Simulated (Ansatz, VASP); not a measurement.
Al3GaAs4: VASP beside Ansatz

```xyz
8
Lattice="5.7328 0.0000 0.0000 0.0000 5.7328 0.0000 -2.8664 -2.8664 5.7332" Properties=species:S:1:pos:R:3 pbc="T T T"
Al    0.0000    0.0000    0.0000
Al    2.8664    0.0000    2.8666
Al    0.0000    2.8664    2.8666
Ga    2.8664    2.8664    0.0000
As   -1.4375   -1.4375    4.2949
As    4.3039    1.4289    1.4383
As    1.4375    1.4375    4.2949
As    1.4289    4.3039    1.4383
```

Alike in both runs: task single point; functional PBE; k mesh 4 × 4 × 4; occupations gaussian, width 0.1 eV; no spin polarisation.

```csv
,VASP,Ansatz
version,VASP 6.6.1,Ansatz 0.2.0
potentials or method,"VASP PAW PBE potentials, release 64 (Al, Ga_d, As)","scalar-relativistic, plane waves, PAW"
plane-wave cutoff (eV),520,420
valence electrons in the cell,42,82
```

```csv
,VASP,Ansatz,Ansatz less VASP
gap on the k mesh at the Fermi level (eV),1.33,1.33,-0.003
least direct gap on the mesh (eV),1.33,1.33,-0.003
pressure (GPa),0.1,0.0,-0.16
```

The two sets of potentials don't hold the same shells in valence.

A k mesh can miss the band edges.
